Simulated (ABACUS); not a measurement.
Crystal: TiC.

```
Ti C
1.0
     0.00000    2.16572    2.16572
     2.16572    0.00000    2.16572
     2.16572    2.16572    0.00000
Ti C
1 1
Direct
  0.00000 0.00000 0.00000
  0.50000 0.50000 0.50000
```

The cell is a database's computed one.

* Program: ABACUS 3.10.1
* Task: relaxation of cell and atoms
* Functional: LDA
* Potentials or basis: PseudoDojo NC SR 0.4.1 LDA standard
* Cutoff: 1143 eV
* Density cutoff: 4572 eV
* Basis: plane waves
* k mesh: 9 × 9 × 9
* Occupations: fermi-dirac, width 0.05 eV
* Spin: no spin polarisation

At the start: pressure -12.0 GPa; volume 10.16 Å³/atom.

Question: Where does the relaxation end?

Answer: Over 4 steps the energy falls by 17.9 meV/atom and the volume is 9.70 Å³/atom (-4.5 %); space group Fm-3m (No. 225, to 0.05 Å).

Step by step:
```tsv
step	energy change (eV)	largest force (eV/Å)	pressure (GPa)	volume (Å³)
1	0.0000	0.0000	-12.00	20.32
2	0.0509	0.0000	22.56	18.08
3	-0.0359	0.0000	-0.26	19.41
4	-0.0359	0.0000	-0.02	19.39
```

Final structure:
```cif
data_structure
_symmetry_space_group_name_H-M 'P 1'
_symmetry_Int_Tables_number 1
_cell_length_a 3.0156
_cell_length_b 3.0156
_cell_length_c 3.0156
_cell_angle_alpha 60.000
_cell_angle_beta 60.000
_cell_angle_gamma 60.000
_cell_volume 19.39
loop_
_atom_site_label
_atom_site_type_symbol
_atom_site_fract_x
_atom_site_fract_y
_atom_site_fract_z
_atom_site_occupancy
Ti1 Ti 0.00000 0.00000 0.00000 1
C1 C 0.50000 0.50000 0.50000 1
```
